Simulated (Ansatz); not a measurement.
Crystal: Sb.

```
CELL_PARAMETERS angstrom
3.12240 0.00000 0.00000
0.00000 4.34752 0.00000
-0.03891 0.00000 4.40585
ATOMIC_POSITIONS crystal
Sb 0.01139 0.25000 0.24117
Sb 0.98861 0.75000 0.75883
```

This isn't the form of Sb at room conditions, which is rhombohedral.

| Quantity | Value |
| --- | --- |
| Program | Ansatz 0.2.0 |
| Task | relaxation of cell and atoms |
| Functional | LDA |
| Potentials or basis | Ansatz PAW |
| Cutoff | 420 eV (not typed: the program's choice for these potentials) |
| k mesh | 9 × 6 × 6 |
| Occupations | fermi-dirac, width 0.05 eV |
| Spin | no spin polarisation |

At the start: volume 29.90 Å³/atom.

Q: How do energy, volume and symmetry change on relaxing?

A: It ends after 11 steps and the volume is 28.05 Å³/atom (-6.2 %); space group Pm-3m (No. 221, to 0.05 Å).

The path:
| step | energy change (eV) | largest force (eV/Å) | volume (Å³) |
| --- | --- | --- | --- |
| 1 | 0.0000 | 0.0374 | 59.81 |
| 2 | -0.0259 | 0.1318 | 54.27 |
| 3 | -0.0423 | 0.0621 | 56.48 |
| 4 | -0.0441 | 0.0186 | 56.29 |
| 5 | -0.0444 | 0.0080 | 56.12 |
| 6 | -0.0446 | 0.0030 | 56.15 |
| 7 | -0.0447 | 0.0012 | 56.14 |
| 8 | -0.0447 | 0.0029 | 56.12 |
| 9 | -0.0448 | 0.0008 | 56.13 |
| 10 | -0.0448 | 0.0011 | 56.11 |
| 11 | -0.0439 | 0.0011 | 56.11 |

Final structure:
```yaml
crystal:
  lattice:
    - [3.05331, 0.00000, 0.01329]
    - [0.00000, 4.28292, 0.00000]
    - [-0.01930, 0.00000, 4.29060]
  atoms:
    - { symbol: Sb, position: [0.99961, 0.25000, 0.24998] }
    - { symbol: Sb, position: [0.00039, 0.75000, 0.75002] }
```

Caveat: the plane-wave basis is chosen anew once the cell has moved, so the energies of steps on either side of that aren't comparable; the PAW data sets come from PBE, with cores solved anew for the run's functional, which leaves a small shift of forces and pressure.
